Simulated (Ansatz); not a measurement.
Space group P6_3/mmc (No. 194). a = 2.917 Å, b = 2.917 Å, c = 4.890 Å, α = 90.00°, β = 90.00°, γ = 120.00°
| atom | site | symmetry | x | y | z |
| --- | --- | --- | --- | --- | --- |
| Au | 2d | -6m2 | 0.3333 | 0.6667 | 0.7500 |

Equation of state of this Au structure (not necessarily the ground state), with shape and atoms relaxed at each volume where symmetry leaves them free. It has no gap at any of these volumes. Level of theory: DFT PBE, scalar-relativistic, plane waves, PAW in Ansatz 0.2.0.

Plane waves to 420 eV, a k mesh through Γ of 18×18×10 on the computed 2-atom cell and Gaussian smearing (0.10 eV); no spin polarisation.

| V (Å³/atom) | E − E(largest V) (meV/atom) | P (GPa) |
| --- | --- | --- |
| 15.855 | 86.30 | 25.26 |
| 16.395 | 15.73 | 16.87 |
| 16.936 | -29.21 | 10.04 |
| 17.476 | -53.31 | 4.50 |
| 18.017 | -60.67 | 0.00 |
| 18.557 | -54.43 | -3.66 |
| 19.098 | -37.02 | -6.63 |
| 19.818 | 0.00 | -9.67 |

Q: Fit a third-order Birch–Murnaghan equation to E(V).

A: V0 = 18.02 Å³/atom, B0 = 135 GPa, B0' = 6.0.

Spin-orbit coupling is left out, which matters for the bands of heavy elements.

This form isn't the element's structure at ambient conditions.